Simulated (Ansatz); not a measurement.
Rock-salt LiI, treated with LC-ωPBE (PAW; Ansatz, a quantum-chemistry and plane-wave program).

Settings: plane-wave cutoff 460 eV, 8×8×8 k mesh, Fermi–Dirac smearing 0.01 eV, scalar-relativistic PAW data made under PBE.

The volume scan:

```
V (Å³/atom)  E − E_lowest (meV/atom)
-----------  -----------------------
24.786                          4.96
25.438                          1.03
25.831                          0.00
26.743                          0.98
27.395                          4.19
```

Problem. Estimate the bulk modulus and its pressure derivative from these points.

Solution. V0 = 26.083 Å³/atom, B0 = 23.2 GPa, B′ = 4.6 (fit to the energies at full precision).

Measured, for comparison: bulk modulus 24 GPa (0 K, extrapolated to 0 K; as tabulated in Doll and Stoll (1998), arXiv:cond-mat/9801031). Computed (rounded) less measured: bulk modulus -3 %.

Spin–orbit coupling is not included.

The computed numbers hold no vibrational or temperature effects.

Cost on a shared machine: about 10 core-minutes (a rough figure).
